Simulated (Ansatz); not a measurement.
**Ni: how the free axis answers a strain**

Ni, Fm-3m, a = 3.463 Å. Ansatz: PBEsol, PAW, 420 eV, Γ-centred 22×22×16 mesh on 2 atoms, Gaussian smearing 0.10 eV; collinear spin, largest moment 0.7 μB. Series: uniaxial strain along c, with a, b and atoms relaxed; x is the strain in per cent. The axes a, b, c are those of the computed cell (2.449, 2.449, 3.463 Å), along [1 1 0], [-1 1 0], [0 0 1] of the cell named above. y is the change of a in per cent of 2.449 Å.

```tsv
x (%)	y (%)
-3.0	?
-2.0	0.77
-1.0	0.38
0.0	0.00
1.0	-0.35
2.0	-0.68
3.0	-1.00
```

Problem. Fit y = c1 x + c2 x² to the other rows, say what c1 measures, and predict the missing y.

Solution. Least squares on the rows shown. y = −0.3640 x + 0.01059 x². So −c1 = 0.364 is Poisson's ratio for this pair of axes. At x = -3.0 the fit asked for gives 1.19 %. The run gave 1.19 %, the same to the digits shown.